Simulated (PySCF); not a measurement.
# Telling isomers of C4H6 apart by NMR

[PySCF: PBE0-D3(BJ)/def2-SVP structure; σ from GIAO-PBE0/pcSseg-1; B3LYP/pcJ-1 coupling constants (spin–dipole term left out of most H,H and C,H couplings); one computed conformer; gas phase; one averaged value for each set of equivalent atoms; non-relativistic]

δ = σ(ref) − σ, references computed at the same level: TMS for 1H and 13C. Multiplet labels drop J under 1 Hz and among equivalent protons, and merge close values. Unscaled 3J(H,H) run several per cent high. Shifts are as computed. Against solution values, carbons near 30 ppm lie about +2 ppm off and those near 130 ppm about +5 ppm. Of 1211 compounds with measured shifts, 218 miss one by over three times the rms of a fit or turn the order of signals round; such compounds aren't used in these exercises.

(1) Tabulate the signals of `C1=CCC1`, `C=C1CC1` and their relative energies.

(2) What is the quickest way to tell C1=CCC1 from C=C1CC1?

Results:

(1) 
```json
{"SMILES": "C1=CCC1", "carbon types": "2×CH 2×CH2", "δC": "146.7, 33.5", "δH": "6.26 (m, 2H), 2.62 (m, 4H)", "E rel. (kcal/mol)": "0.0"}
{"SMILES": "C=C1CC1", "carbon types": "1×C 3×CH2", "δC": "139.6, 111.8, 5.0", "δH": "5.82 (tt, 2H), 1.08 (dd, 4H)", "E rel. (kcal/mol)": "6.6"}
```

Energies are electronic energies at PBE0/pcSseg-1 on these geometries, without zero-point or thermal terms, each for the one conformer computed, which needn't be the lowest.

(2) Count the carbon signals: 2 against 3. The first has an alkene CH at 146.7 ppm, the second a fully substituted alkene carbon (C) at 139.6 ppm. In the proton spectra the most deshielded non-exchanging signals are 6.26 (m, 2H) and 5.82 (tt, J = 3.3, 2.5 Hz, 2H).
